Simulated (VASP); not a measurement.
# As (Pm-3m) in VASP: a series of runs, part 2 of 2

VASP 6.6.1. The steps go on from the part before.

**4. Core levels, LDA**

File INCAR:

```
SYSTEM = As
PREC = Accurate ; ENCUT = 520
EDIFF = 1E-6 ; ISMEAR = 0
SIGMA = 0.02 ; LREAL = .False.
LASPH = .True. ; NELM = 80
ALGO = Normal ; ISIF = 2
LWAVE = .False. ; LCHARG = .False.
GGA = CA ; ICORELEVEL = 1
```

File KPOINTS:

```
regular mesh
0
Gamma
  10 10 10
  0 0 0
```

File POSCAR:

```
As
1.0
    2.7036817444      0.0000000000      0.0000000000
    0.0000000000      2.7036817444      0.0000000000
    0.0000000000      0.0000000000      2.7036817444
As
1
Direct
    0.5000000000      0.5000000000      0.5000000000
```

Potentials or basis: VASP PAW LDA potentials, release 64 (As).

Started as:

```
> cat potpaw_LDA.64/As/POTCAR > POTCAR
> mpirun -np 1 vasp_std > vasp.out
```

OUTCAR:

```text
SYSTEM = As
   PREC = Accurate
   ENCUT = 520
   EDIFF = 1E-6
   ISMEAR = 0
   LREAL = .False.
   LASPH = .True.
   NELM = 80
   ISIF = 2
   GGA = CA

 ion  position               nearest neighbor table
   1  0.500  0.500  0.500-

  LATTYP: Found a simple cubic cell.
 ALAT       =     2.7036817444

  Lattice vectors:

 A1 = (   2.7036817444,   0.0000000000,   0.0000000000)
 A2 = (   0.0000000000,   2.7036817444,   0.0000000000)
 A3 = (   0.0000000000,   0.0000000000,   2.7036817444)

Analysis of symmetry for initial positions (statically):
=====================================================================
 Subroutine PRICEL returns:
 Original cell was already a primitive cell.

 Routine SETGRP: Setting up the symmetry group for a
 simple cubic supercell.

 Subroutine GETGRP returns: Found 48 space group operations
 (whereof 48 operations were pure point group operations)
 out of a pool of 48 trial point group operations.

The static configuration has the point symmetry O_h .

Analysis of symmetry for dynamics (positions and initial velocities):
=====================================================================
 Subroutine PRICEL returns:
 Original cell was already a primitive cell.

 Routine SETGRP: Setting up the symmetry group for a
 simple cubic supercell.

 Subroutine GETGRP returns: Found 48 space group operations
 (whereof 48 operations were pure point group operations)
 out of a pool of 48 trial point group operations.

The dynamic configuration has the point symmetry O_h .

 Subroutine INISYM returns: Found 48 space group operations
 (whereof 48 operations are pure point group operations),
 and found     1 'primitive' translations

----------------------------------------------------------------------------------------

                                     Primitive cell

  volume of cell :      19.7636

  direct lattice vectors                    reciprocal lattice vectors
[... 108 lines left out ...]
  Thomas-Fermi vector in A             =   2.169744
   LORBIT       =      0    0 simple, 1 ext, 2 COOP (PROOUT), +10 PAW based schemes
   GGA     = CA    functional components
   LHFCALC =     F    Hartree Fock is set to
   AEXX    =    0.0000 exact exchange contribution
   IVDW    =     0    specifies the selected vdW correction
   LEPSILON=     F    determine dielectric tensor
   LRPA    =     F    only Hartree local field effects (RPA)
 non-spin polarized calculation
 Gauss-broadening in eV      SIGMA  =   0.02
  energy-cutoff  :      520.00
  volume of cell :       19.76
 maximum number of plane-waves:       554
   NGX = 11   NGY = 11   NGZ = 11

 number of electron       5.0000001 magnetization

 Free energy of the ion-electron system (eV)
  ---------------------------------------------------
  ext. energy  EPLUGINS =         0.00000000
  ---------------------------------------------------
  free energy    TOTEN  =        -5.32931241 eV

  energy without entropy =       -5.32928589  energy(sigma->0) =       -5.32929915

 the core state eigenenergies are
   1-  1s -11647.9617  2s  -1469.3738  2p  -1289.6628  3s   -178.0042  3p   -122.2307
       3d    -29.9591

 E-fermi :   5.8790     XC(G=0): -10.5876

 val. band max:        5.8510523641   @ k =   0.3000   0.3000   0.3000
 cond. band min:       5.9092594626   @ k =   0.2000   0.2000   0.0000
 fundamental gap:      0.0582070985
 Fermi energy:         5.8789735096

 k-point     1 :       0.0000    0.0000    0.0000
  band No.  band energies     occupation
      1      -9.0391      2.00000
      2      10.0470      0.00000
      3      10.0470      0.00000
      4      10.0470      0.00000
      5      14.5288      0.00000
      6      14.5288      0.00000
[... 271 lines left out ...]
 k-point    32 :       0.4000    0.3000    0.1000
  band No.  band energies     occupation
      1      -4.6947      2.00000
      2       1.5970      2.00000
      3       4.6703      2.00000
      4      11.5324      0.00000
      5      12.2705      0.00000
      6      19.4167      0.00000

 k-point    33 :       0.5000    0.3000    0.1000

------------------------ aborting loop because EDIFF is reached ----------------------------------------

  FORCE on cell =-STRESS in cart. coord.  units (eV):
  Direction    XX          YY          ZZ          XY          YZ          ZX
  --------------------------------------------------------------------------------------
  -------------------------------------------------------------------------------------
  Total       -0.3461875     -0.3461875     -0.3461875     -0.0000000     -0.0000000      0.0000000
  in kB      -28.0643706    -28.0643706    -28.0643706     -0.0000000     -0.0000000      0.0000000
  external PRESSURE =     -28.0643706 kB  Pullay stress =       0.0000000 kB

 VOLUME and BASIS-vectors are now :
 -----------------------------------------------------------------------------
  energy-cutoff  :      520.00
  volume of cell :       19.76
      direct lattice vectors                 reciprocal lattice vectors
     2.703681744  0.000000000  0.000000000     0.369866018  0.000000000  0.000000000
     0.000000000  2.703681744  0.000000000     0.000000000  0.369866018  0.000000000
     0.000000000  0.000000000  2.703681744     0.000000000  0.000000000  0.369866018

 POSITION                                       TOTAL-FORCE (eV/Angst)
 -----------------------------------------------------------------------------------
      1.35184      1.35184      1.35184         0.000000      0.000000      0.000000
 -----------------------------------------------------------------------------------
    total drift:                                0.000000      0.000000      0.000000

  FREE ENERGIE OF THE ION-ELECTRON SYSTEM (eV)
  ---------------------------------------------------
  free  energy   TOTEN  =        -5.3293124139 eV

  energy  without entropy=       -5.3292858875  energy(sigma->0) =       -5.32929915
```

It took 3.3 s on 1 thread of Intel Xeon 6975P-C (Granite Rapids), shared host; peak memory 0.11 GiB.

What came out:

| Property | Result |
| --- | --- |
| Free energy | -5.3293 eV |
| Pressure | -2.8 GPa |
| Band gap on the k mesh | none (metal or under the smearing width) |

Levels at points of the mesh, in eV from the Fermi level:
```csv
k point,band 1,band 2,band 3,band 4,band 5,band 6
"(0.00, 0.00, 0.00)",-14.92,4.17,4.17,4.17,8.65,8.65
"(0.50, 0.00, 0.00)",-11.79,-6.86,6.44,6.44,11.34,14.09
"(0.50, 0.50, 0.00)",-8.53,-4.18,-4.18,2.56,8.57,16.56
"(0.50, 0.50, 0.50)",-4.96,-1.75,-1.75,-1.75,6.04,6.04
```

Core levels (eV, on the scale of the bands):
```csv
atom,levels
1 As,"1s -11648.0, 2s -1469.4, 2p -1289.7, 3s -178.0, 3p -122.2, 3d -30.0"
```

**5. Phonons, LDA**

POSCAR is that of step 4.

File INCAR.step1:

```
ALGO = Normal
EDIFF = 1E-8
EDIFFG = -0.002
ENCUT = 600
IBRION = 2
ISIF = 3
ISMEAR = 0
LASPH = T
LCHARG = F
LREAL = F
LWAVE = F
NELM = 80
NSW = 40
PREC = Accurate
SIGMA = 0.02
```

File INCAR.step2:

```
ALGO = Normal
EDIFF = 1E-8
ENCUT = 600
IBRION = 8
ISIF = 2
ISMEAR = 0
LASPH = T
LCHARG = F
LREAL = F
LWAVE = F
NELM = 80
NSW = 1
PREC = Accurate
SIGMA = 0.02
```

File KPOINTS:

```
k-points
0
Gamma
  7 7 7
```

Potentials or basis: VASP PAW LDA potentials, release 64 (As).

Started as:

```
> cat potpaw_LDA.64/As/POTCAR > POTCAR
> cp INCAR.step1 INCAR
> mpirun -np 1 vasp_std > vasp.out
> cp CONTCAR POSCAR
> cp INCAR.step2 INCAR
> mpirun -np 1 vasp_std > vasp.out
```

OUTCAR:

```text
EDIFF = 1E-8
   ENCUT = 600
   IBRION = 8
   ISIF = 2
   ISMEAR = 0
   LASPH = T
   LREAL = F
   NELM = 80
   NSW = 1
   PREC = Accurate

 ion  position               nearest neighbor table
   1  0.500  0.500  0.500-

  LATTYP: Found a simple cubic cell.
 ALAT       =     2.6787946682

  Lattice vectors:

 A1 = (   2.6787946682,   0.0000000000,   0.0000000000)
 A2 = (   0.0000000000,   2.6787946682,   0.0000000000)
 A3 = (   0.0000000000,   0.0000000000,   2.6787946682)

Analysis of symmetry for initial positions (statically):
=====================================================================
 Subroutine PRICEL returns:
 Original cell was already a primitive cell.

 Routine SETGRP: Setting up the symmetry group for a
 simple cubic supercell.

 Subroutine GETGRP returns: Found 48 space group operations
 (whereof 48 operations were pure point group operations)
 out of a pool of 48 trial point group operations.

The static configuration has the point symmetry O_h .

[... 383 lines left out ...]
  free energy    TOTEN  =        -0.03001297 eV

  energy without entropy =       -0.03001297

------------------------ aborting loop because EDIFF is reached ----------------------------------------

 INTERNAL STRAIN TENSOR  FOR ION    1  DIRECTION 1   (eV/Angst):
 -----------------------------------------------------------------------------
    -0.04139 -0.00000  0.00000
     0.00000  0.01161  0.00000
    -0.00000  0.00000  0.01161

 INTERNAL STRAIN TENSOR FOR ION    1 for displacements in x,y,z  (eV/Angst):
          X           Y           Z          XY          YZ          ZX
  --------------------------------------------------------------------------------
  x     0.00000     0.00000     0.00000     0.00000     0.00000     0.00000
  y     0.00000     0.00000     0.00000     0.00000     0.00000     0.00000
  z     0.00000     0.00000     0.00000     0.00000     0.00000     0.00000

 SECOND DERIVATIVES (NOT SYMMETRIZED)
 ------------------------------------
               1X          1Y          1Z
  1X     0.001403   -0.000000   -0.000000
  1Y    -0.000000    0.001403   -0.000000
  1Z     0.000000    0.000000    0.001403

 Eigenvectors and eigenvalues of the dynamical matrix
 ----------------------------------------------------

   1 f/i=    0.067639 THz     0.424990 2PiTHz    2.256202 cm-1     0.279733 meV
             X         Y         Z           dx          dy          dz
      1.339397  1.339397  1.339397     0.388514    0.921443    0.000000

   2 f/i=    0.067639 THz     0.424990 2PiTHz    2.256202 cm-1     0.279733 meV
             X         Y         Z           dx          dy          dz
      1.339397  1.339397  1.339397     0.000000    0.000000    1.000000

   3 f/i=    0.067639 THz     0.424990 2PiTHz    2.256202 cm-1     0.279733 meV
             X         Y         Z           dx          dy          dz
      1.339397  1.339397  1.339397    -0.921443    0.388514    0.000000

--------------------------------------------------------------------------------------------------------

 ELASTIC MODULI CONTR FROM IONIC RELAXATION (kBar)
 Direction    XX          YY          ZZ          XY          YZ          ZX
 --------------------------------------------------------------------------------
 XX           0.0000      0.0000      0.0000      0.0000      0.0000      0.0000
 YY           0.0000      0.0000      0.0000      0.0000      0.0000      0.0000
 ZZ           0.0000      0.0000      0.0000      0.0000      0.0000      0.0000
 XY           0.0000      0.0000      0.0000      0.0000      0.0000      0.0000
 YZ           0.0000      0.0000      0.0000      0.0000      0.0000      0.0000
 ZX           0.0000      0.0000      0.0000      0.0000      0.0000      0.0000
 --------------------------------------------------------------------------------
```

OUTCAR.step1:

```text
EDIFF = 1E-8
   EDIFFG = -0.002
   ENCUT = 600
   IBRION = 2
   ISIF = 3
   ISMEAR = 0
   LASPH = T
   LREAL = F
   NELM = 80
   NSW = 40
   PREC = Accurate

 ion  position               nearest neighbor table
   1  0.500  0.500  0.500-
[... 265 lines left out ...]
 fundamental gap:      0.4674251151
 Fermi energy:         6.1722058051

 k-point     1 :       0.0000    0.0000    0.0000
  band No.  band energies     occupation
      1      -8.9652      2.00000
      2      10.4829      0.00000
      3      10.4829      0.00000
      4      10.4829      0.00000
      5      14.8833      0.00000
      6      14.8833      0.00000
[... 197 lines left out ...]
  FREE ENERGIE OF THE ION-ELECTRON SYSTEM (eV)
  ---------------------------------------------------
  free  energy   TOTEN  =        -5.3547469095 eV

  energy  without entropy=       -5.3540915288  energy(sigma->0) =       -5.35441922

 reached required accuracy - stopping structural energy minimisation
```

It took 10 s on 1 thread of Intel Xeon 6975P-C (Granite Rapids), shared host; peak memory 0.13 GiB.

What came out:

```yaml
Relaxed_volume: 19.22 Å³/atom
Relaxed_cell: a = 2.679 Å, b = 2.679 Å, c = 2.679 Å, α = 90.00°, β = 90.00°, γ = 90.00°
Space_group_after_relaxing_to_0.05_Å: Pm-3m (No. 221)
```

The path:
```
step  energy change (eV)  largest force (eV/Å)  pressure (GPa)  volume (Å³)
   1              0.0000                0.0000           -2.58        19.76
   2             -0.0024                0.0000            1.92        18.87
   3             -0.0045                0.0000            0.00        19.22
```

Final structure:
```xyz
1
Lattice="2.6788 0.0000 0.0000 0.0000 2.6788 0.0000 0.0000 0.0000 2.6788" Properties=species:S:1:pos:R:3 pbc="T T T"
As    1.3394    1.3394    1.3394
```

**6. The runs side by side**

```tsv
task	cell	k mesh	cutoff (eV)	k mesh for the DOS	occupations for the DOS	gap on the mesh (eV)	pressure (GPa)
density of states	as given	10 × 10 × 10	520	15 × 15 × 15	tetrahedron	-	-
electric field gradients	as given	10 × 10 × 10	520	-	-	none	-2.8
core levels	as given	10 × 10 × 10	520	-	-	none	-2.8
phonons	relaxed	7 × 7 × 7	600	-	-	-	-
```

Alike in all rows: level LDA; potentials or basis VASP PAW LDA potentials, release 64 (As); no spin polarisation; smearing gaussian 0.02 eV.

Absolute energies hang on the potentials; compare differences alone.
